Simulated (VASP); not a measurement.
# Au (Im-3m) in VASP: settings compared

Aim: see how the results for Au move with the level of theory and the settings. Levels: PBEsol, RPBE. Tasks: relaxation of cell and atoms.

Everything below comes from runs of VASP 6.6.1. Logs are shortened: lines on timing, memory, paths and dates and some standing lists are left out, and cuts for length are marked.

**1. Starting point**

It takes space group Im-3m (No. 229, cubic). The conventional cell has a = 3.240 Å, b = 3.240 Å, c = 3.240 Å, α = 90.00°, β = 90.00°, γ = 90.00°. Au (site symmetry m-3m) has 8 Au at 2.81 Å as nearest neighbours.

This isn't the form of Au at room conditions, which is fcc.

**2. Relaxation of cell and atoms, PBEsol**

INCAR

```
PREC = Accurate
ENCUT = 580
EDIFF = 1E-7
ISMEAR = 0
SIGMA = 0.1
LREAL = False
LASPH = True
NELM = 100
ALGO = Normal
ISIF = 3
LWAVE = False
LCHARG = False
GGA = PS
IBRION = 2
NSW = 90
EDIFFG = -0.005
```

KPOINTS

```
Automatic mesh
0
Gamma
  18 18 18
```

POSCAR

```
Au
1.0
   -1.6198059000      1.6198059000      1.6198059000
    1.6198059000     -1.6198059000      1.6198059000
    1.6198059000      1.6198059000     -1.6198059000
Au
1
Direct
    0.0000000000      0.0000000000      0.0000000000
```

Potentials or basis: VASP PAW PBE potentials, release 64 (Au).

On the command line:

```
> cat potpaw_PBE.64/Au/POTCAR > POTCAR
> mpirun -np 1 vasp_std > vasp.out
```

OUTCAR:

```text
PREC = Accurate
   ENCUT = 580
   EDIFF = 1E-7
   ISMEAR = 0
   LREAL = False
   LASPH = True
   NELM = 100
   ISIF = 3
   GGA = PS
   IBRION = 2
   NSW = 90
   EDIFFG = -0.005

 ion  position               nearest neighbor table
   1  0.000  0.000  0.000-

  LATTYP: Found a body centered cubic cell.
 ALAT       =     3.2396118000

  Lattice vectors:

 A1 = (  -1.6198059000,   1.6198059000,   1.6198059000)
 A2 = (   1.6198059000,  -1.6198059000,   1.6198059000)
 A3 = (   1.6198059000,   1.6198059000,  -1.6198059000)

Analysis of symmetry for initial positions (statically):
=====================================================================
 Subroutine PRICEL returns:
 Original cell was already a primitive cell.

 Routine SETGRP: Setting up the symmetry group for a
 body centered cubic supercell.

 Subroutine GETGRP returns: Found 48 space group operations
 (whereof 48 operations were pure point group operations)
 out of a pool of 48 trial point group operations.

The static configuration has the point symmetry O_h .

Analysis of symmetry for dynamics (positions and initial velocities):
=====================================================================
 Subroutine PRICEL returns:
 Original cell was already a primitive cell.

 Routine SETGRP: Setting up the symmetry group for a
 body centered cubic supercell.

 Subroutine GETGRP returns: Found 48 space group operations
 (whereof 48 operations were pure point group operations)
 out of a pool of 48 trial point group operations.

The dynamic configuration has the point symmetry O_h .

 Subroutine INISYM returns: Found 48 space group operations
 (whereof 48 operations are pure point group operations),
 and found     1 'primitive' translations

----------------------------------------------------------------------------------------

                                     Primitive cell

  volume of cell :      17.0000

  direct lattice vectors                    reciprocal lattice vectors
    -1.619805900  1.619805900  1.619805900     0.000000000  0.308678960  0.308678960
     1.619805900 -1.619805900  1.619805900     0.308678960  0.000000000  0.308678960
     1.619805900  1.619805900 -1.619805900     0.308678960  0.308678960  0.000000000

  length of vectors
     2.805586117  2.805586117  2.805586117     0.436537971  0.436537971  0.436537971

  position of ions in fractional coordinates (direct lattice)
     0.000000000  0.000000000  0.000000000

  ion indices of the primitive-cell ions
   primitive index   ion index
                 1           1

----------------------------------------------------------------------------------------

 KPOINTS: Automatic mesh

Automatic generation of k-mesh.
 Grid dimensions read from file:
 generate k-points for:   18   18   18

 Generating k-lattice:

  Cartesian coordinates                     Fractional coordinates (reciprocal lattice)
     0.000000000  0.017148831  0.017148831     0.055555556  0.000000000  0.000000000
     0.017148831  0.000000000  0.017148831     0.000000000  0.055555556  0.000000000
     0.017148831  0.017148831  0.000000000     0.000000000  0.000000000  0.055555556

  Length of vectors
     0.024252110  0.024252110  0.024252110

  Shift w.r.t. Gamma in fractional coordinates (k-lattice)
     0.000000000  0.000000000  0.000000000

 Subroutine IBZKPT returns following result:
 ===========================================

 Found    195 irreducible k-points:

 Following reciprocal coordinates:
            Coordinates               Weight
  0.000000  0.000000  0.000000      1.000000
  0.055556  0.000000  0.000000     12.000000
  0.111111  0.000000  0.000000     12.000000
  0.166667  0.000000  0.000000     12.000000
  0.222222  0.000000  0.000000     12.000000
  0.277778  0.000000  0.000000     12.000000
[... 16 lines left out ...]
  0.333333  0.111111  0.000000     48.000000
  0.388889  0.111111  0.000000     48.000000
 [... further k-points ...]
   k-points           NKPTS =    195   k-points in BZ     NKDIM =    195   number of bands    NBANDS=      9
   number of dos      NEDOS =    301   number of ions     NIONS =      1
   total plane-waves  NPLWV =  13824
   dimension x,y,z NGX =    24 NGY =   24 NGZ =   24
   dimension x,y,z NGXF=    48 NGYF=   48 NGZF=   48
   ions per type =               1
   NGX,Y,Z   is equivalent  to a cutoff of  14.22, 14.22, 14.22 a.u.
   NGXF,Y,Z  is equivalent  to a cutoff of  28.44, 28.44, 28.44 a.u.
 SYSTEM =  unknown system
   PREC   = accura    normal or accurate (medium, high low for compatibility)
   ISTART =      0    job   : 0-new  1-cont  2-samecut
   ICHARG =      2    charge: 1-file 2-atom 10-const
   ISPIN  =      1    spin polarized calculation?
   LNONCOLLINEAR =      F non collinear calculations
   LSORBIT =      F    spin-orbit coupling
   LASPH  =      T    aspherical Exc in radial PAW
   ENCUT  =  580.0 eV  42.63 Ry    6.53 a.u.   5.51  5.51  5.51*2*pi/ulx,y,z
   NELM   =    100;   NELMIN=  2; NELMDL= -5     # of ELM steps
   EDIFF  = 0.1E-06   stopping-criterion for ELM
   LREAL  =      F    real-space projection
   EDIFFG = -.5E-02   stopping-criterion for IOM
   NSW    =     90    number of steps for IOM
   IBRION =      2    ionic relax: 0-MD 1-quasi-New 2-CG
   NFREE  =      1    steps in history (QN), initial steepest desc. (CG)
   ISIF   =      3    stress and relaxation
   ISYM   =      2    0-nonsym 1-usesym 2-fastsym
   POTIM  = 0.5000    time-step for ionic-motion
   TEBEG  =    0.0;   TEEND  =   0.0 temperature during run
   PSTRESS=    0.0 pullay stress
   NELECT =      11.0000    total number of electrons
   NUPDOWN=      -1.0000    fix difference up-down
   EMIN   =  10.00;   EMAX   =-10.00  energy-range for DOS
   EFERMI =   0.00;   METHOD = LEGACY
   ISMEAR =     0;   SIGMA  =   0.10  broadening in eV -4-tet -1-fermi 0-gaus
   EFERMI_NEDOS =   21; number of points for ismear=-14 and -15
   IALGO  =     38    algorithm
   IMIX   =      4    mixing-type and parameters
     AMIX     =   0.40;   BMIX     =  1.00
     AMIX_MAG =   1.60;   BMIX_MAG =  1.00
  volume/ion in A,a.u.               =      17.00       114.72
  Fermi-wavevector in a.u.,A,eV,Ry     =   1.415977  2.675808 27.279543  2.004990
  Thomas-Fermi vector in A             =   2.537359
   LORBIT       =      0    0 simple, 1 ext, 2 COOP (PROOUT), +10 PAW based schemes
   GGA     = PS    functional components
   LHFCALC =     F    Hartree Fock is set to
   AEXX    =    0.0000 exact exchange contribution
   IVDW    =     0    specifies the selected vdW correction
   LEPSILON=     F    determine dielectric tensor
   LRPA    =     F    only Hartree local field effects (RPA)
 conjugate gradient relaxation of ions
 non-spin polarized calculation
 Gauss-broadening in eV      SIGMA  =   0.10
  energy-cutoff  :      580.00
  volume of cell :       17.00
 maximum number of plane-waves:       559
 NGX is ok and might be reduce to    24
   NGX = 11   NGY = 11   NGZ = 11

--------------------------------------- Ionic step        1  -------------------------------------------

 number of electron      11.0000001 magnetization

 Free energy of the ion-electron system (eV)
  ---------------------------------------------------
  ext. energy  EPLUGINS =         0.00000000
  ---------------------------------------------------
  free energy    TOTEN  =        -3.90486352 eV

  energy without entropy =       -3.90444296  energy(sigma->0) =       -3.90465324

------------------------ aborting loop because EDIFF is reached ----------------------------------------

  FORCE on cell =-STRESS in cart. coord.  units (eV):
  Direction    XX          YY          ZZ          XY          YZ          ZX
  --------------------------------------------------------------------------------------
  -------------------------------------------------------------------------------------
  Total        0.0190548      0.0190548      0.0190548     -0.0000000     -0.0000000      0.0000000
  in kB        1.7958367      1.7958367      1.7958367     -0.0000000     -0.0000000      0.0000000
  external PRESSURE =       1.7958367 kB  Pullay stress =       0.0000000 kB
[... 55 lines left out ...]
  energy  without entropy=       -3.9044189879  energy(sigma->0) =       -3.90463136

--------------------------------------- Ionic step        3  -------------------------------------------

 number of electron      11.0000001 magnetization

 Free energy of the ion-electron system (eV)
  ---------------------------------------------------
  ext. energy  EPLUGINS =         0.00000000
  ---------------------------------------------------
  free energy    TOTEN  =        -3.90487267 eV

  energy without entropy =       -3.90445070  energy(sigma->0) =       -3.90466168

 E-fermi :   9.3269     XC(G=0): -12.8964

 val. band max:        9.2839235020   @ k =   0.3889   0.0556   0.0556
 cond. band min:       9.3916880200   @ k =  -0.3333   0.3333   0.3333
 fundamental gap:      0.1077645180
 Fermi energy:         9.3268916764

 k-point     1 :       0.0000    0.0000    0.0000
  band No.  band energies     occupation
      1      -0.6223      2.00000
      2       4.4312      2.00000
      3       4.4312      2.00000
      4       4.4312      2.00000
      5       6.3888      2.00000
      6       6.3888      2.00000
      7      25.8032      0.00000
      8      25.8032      0.00000
      9      25.8032      0.00000
[... 265 lines left out ...]
 k-point    24 :       0.3889    0.1111    0.0000
  band No.  band energies     occupation
      1       2.2960      2.00000
      2       3.4415      2.00000
      3       5.9003      2.00000
      4       6.2502      2.00000
      5       7.0290      2.00000
      6       9.4590      0.06175
      7      13.7994      0.00000
      8      21.1026      0.00000
      9      22.8507      0.00000

 [... further k-points ...]

------------------------ aborting loop because EDIFF is reached ----------------------------------------

  FORCE on cell =-STRESS in cart. coord.  units (eV):
  Direction    XX          YY          ZZ          XY          YZ          ZX
  --------------------------------------------------------------------------------------
  -------------------------------------------------------------------------------------
  Total        0.0003591      0.0003591      0.0003591     -0.0000000      0.0000000     -0.0000000
  in kB        0.0338068      0.0338068      0.0338068     -0.0000000      0.0000000     -0.0000000
  external PRESSURE =       0.0338068 kB  Pullay stress =       0.0000000 kB
[... 16 lines left out ...]
  FREE ENERGIE OF THE ION-ELECTRON SYSTEM (eV)
  ---------------------------------------------------
  free  energy   TOTEN  =        -3.9048726653 eV

  energy  without entropy=       -3.9044506959  energy(sigma->0) =       -3.90466168

 reached required accuracy - stopping structural energy minimisation
```

It took 22 s on 1 thread of Intel Xeon Platinum 8488C (Sapphire Rapids), shared host; peak memory 0.17 GiB.

What came out:

```
Free energy                            : -3.9049 eV
Relaxed volume                         : 17.02 Å³/atom
Relaxed cell                           : a = 2.806 Å, b = 2.806 Å, c = 2.806 Å, α = 109.47°, β = 109.47°, γ = 109.47°
Space group after relaxing (to 0.05 Å) : Im-3m (No. 229)
Energy gained by relaxing              : 0.0 meV/atom
Ionic steps                            : 3
Pressure after relaxing                : 0.0 GPa
Band gap on the k mesh                 : none (metal or under the smearing width)
```

Final structure:
```
CELL_PARAMETERS angstrom
-1.62033 1.62033 1.62033
1.62033 -1.62033 1.62033
1.62033 1.62033 -1.62033
ATOMIC_POSITIONS crystal
Au 0.00000 0.00000 0.00000
```

Caveat: the PAW data sets were made with another functional, which shifts forces and pressure a little. The run has no spin-orbit coupling, so splittings on Au are missing.

**3. Relaxation of cell and atoms, RPBE**

Changes to INCAR since step 2:

```diff
@@ -1,3 +1,3 @@
 PREC = Accurate
-ENCUT = 580
+ENCUT = 600
 EDIFF = 1E-7
@@ -12,3 +12,3 @@
 LCHARG = False
-GGA = PS
+GGA = RP
 IBRION = 2
```

KPOINTS is that of step 2.

POSCAR is that of step 2.

Potentials or basis: VASP PAW PBE potentials, release 64 (Au).

On the command line:

```
> cat potpaw_PBE.64/Au/POTCAR > POTCAR
> mpirun -np 1 vasp_std > vasp.out
```

OUTCAR:

```text
PREC = Accurate
   ENCUT = 600
   EDIFF = 1E-7
   ISMEAR = 0
   LREAL = False
   LASPH = True
   NELM = 100
   ISIF = 3
   GGA = RP
   IBRION = 2
   NSW = 90
   EDIFFG = -0.005

 ion  position               nearest neighbor table
   1  0.000  0.000  0.000-

  LATTYP: Found a body centered cubic cell.
 ALAT       =     3.2396118000

  Lattice vectors:

 A1 = (  -1.6198059000,   1.6198059000,   1.6198059000)
 A2 = (   1.6198059000,  -1.6198059000,   1.6198059000)
 A3 = (   1.6198059000,   1.6198059000,  -1.6198059000)

Analysis of symmetry for initial positions (statically):
=====================================================================
 Subroutine PRICEL returns:
 Original cell was already a primitive cell.

 Routine SETGRP: Setting up the symmetry group for a
 body centered cubic supercell.

 Subroutine GETGRP returns: Found 48 space group operations
 (whereof 48 operations were pure point group operations)
 out of a pool of 48 trial point group operations.

The static configuration has the point symmetry O_h .

Analysis of symmetry for dynamics (positions and initial velocities):
=====================================================================
 Subroutine PRICEL returns:
[... 332 lines left out ...]
--------------------------------------- Ionic step       19  -------------------------------------------

 number of electron      10.9999998 magnetization

 Free energy of the ion-electron system (eV)
  ---------------------------------------------------
  ext. energy  EPLUGINS =         0.00000000
  ---------------------------------------------------
  free energy    TOTEN  =        -2.61626091 eV

  energy without entropy =       -2.61487614  energy(sigma->0) =       -2.61556853

 E-fermi :   8.3544     XC(G=0): -12.1345

 val. band max:        8.3122701233   @ k =   0.3889   0.0556   0.0556
 cond. band min:       8.3975704612   @ k =   0.5000   0.5000   0.0556
 fundamental gap:      0.0853003380
 Fermi energy:         8.3543564089

 k-point     1 :       0.0000    0.0000    0.0000
  band No.  band energies     occupation
      1      -0.6990      2.00000
      2       3.8210      2.00000
      3       3.8210      2.00000
      4       3.8210      2.00000
      5       5.5031      2.00000
      6       5.5031      2.00000
      7      24.7525      0.00000
      8      24.7525      0.00000
      9      24.7525      0.00000
[... 265 lines left out ...]
 k-point    24 :       0.3889    0.1111    0.0000
  band No.  band energies     occupation
      1       1.9927      2.00000
      2       2.9788      2.00000
      3       5.1491      2.00000
      4       5.3914      2.00000
      5       6.0964      2.00000
      6       8.4768      0.08340
      7      12.4149      0.00000
      8      19.7604      0.00000
      9      21.4688      0.00000

 [... further k-points ...]

------------------------ aborting loop because EDIFF is reached ----------------------------------------

  FORCE on cell =-STRESS in cart. coord.  units (eV):
  Direction    XX          YY          ZZ          XY          YZ          ZX
  --------------------------------------------------------------------------------------
  -------------------------------------------------------------------------------------
  Total       -0.0002988     -0.0002988     -0.0002988      0.0000000      0.0000000     -0.0000000
  in kB       -0.0258633     -0.0258633     -0.0258633      0.0000000      0.0000000     -0.0000000
  external PRESSURE =      -0.0258633 kB  Pullay stress =       0.0000000 kB
[... 16 lines left out ...]
  FREE ENERGIE OF THE ION-ELECTRON SYSTEM (eV)
  ---------------------------------------------------
  free  energy   TOTEN  =        -2.6162609128 eV

  energy  without entropy=       -2.6148761437  energy(sigma->0) =       -2.61556853

 reached required accuracy - stopping structural energy minimisation
```

CONTCAR:

```text
Au
   1.00000000000000
    -1.6663448332675035    1.6663448332675035    1.6663448332675035
     1.6663448332675035   -1.6663448332675035    1.6663448332675035
     1.6663448332675035    1.6663448332675035   -1.6663448332675035
  Au
     1
Direct
     0.0000000000000000    0.0000000000000000    0.0000000000000000

  0.00000000E+00  0.00000000E+00  0.00000000E+00
```

Run time: 85 s. Hardware: 1 thread of Intel Xeon Platinum 8488C (Sapphire Rapids), shared host; peak memory 0.18 GiB.

Results:

```
Free energy                            : -2.6163 eV
Relaxed volume                         : 18.51 Å³/atom
Relaxed cell                           : a = 2.886 Å, b = 2.886 Å, c = 2.886 Å, α = 109.47°, β = 109.47°, γ = 109.47°
Space group after relaxing (to 0.05 Å) : Im-3m (No. 229)
Energy gained by relaxing              : 56.0 meV/atom
Ionic steps                            : 19
Pressure after relaxing                : 0.0 GPa
Band gap on the k mesh                 : none (metal or under the smearing width)
```

The path:
| step | energy change (eV) | largest force (eV/Å) | pressure (GPa) | volume (Å³) |
| --- | --- | --- | --- | --- |
| 1 | 0.0000 | 0.0000 | 13.22 | 17.00 |
| 2 | 0.0153 | 0.0000 | -9.09 | 20.69 |
| 3 | -0.0559 | 0.0000 | -0.26 | 18.55 |
| 4 | -0.0560 | 0.0000 | -0.06 | 18.52 |
| 5 | -0.0560 | 0.0000 | 0.14 | 18.48 |
| 6 | -0.0560 | 0.0000 | 0.16 | 18.48 |
| 7 | -0.0560 | 0.0000 | 0.14 | 18.49 |
| 8 | -0.0560 | 0.0000 | 0.14 | 18.49 |
| 9 | -0.0560 | 0.0000 | 0.14 | 18.49 |
| 10 | -0.0560 | 0.0000 | 0.14 | 18.49 |
| 11 | -0.0560 | 0.0000 | 0.14 | 18.49 |
| 12 | -0.0560 | 0.0000 | 0.14 | 18.49 |
| 13 | -0.0560 | 0.0000 | 0.14 | 18.49 |
| 14 | -0.0560 | 0.0000 | 0.12 | 18.49 |
| 15 | -0.0560 | 0.0000 | 0.11 | 18.49 |
| 16 | -0.0560 | 0.0000 | 0.09 | 18.49 |
| 17 | -0.0560 | 0.0000 | 0.04 | 18.50 |
| 18 | -0.0560 | 0.0000 | -0.05 | 18.52 |
| 19 | -0.0560 | 0.0000 | 0.00 | 18.51 |

Final structure:
```
CELL_PARAMETERS angstrom
-1.66634 1.66634 1.66634
1.66634 -1.66634 1.66634
1.66634 1.66634 -1.66634
ATOMIC_POSITIONS crystal
Au 0.00000 0.00000 0.00000
```

Caveat: the PAW data sets were made with another functional, which shifts forces and pressure a little. The run has no spin-orbit coupling, so splittings on Au are missing.
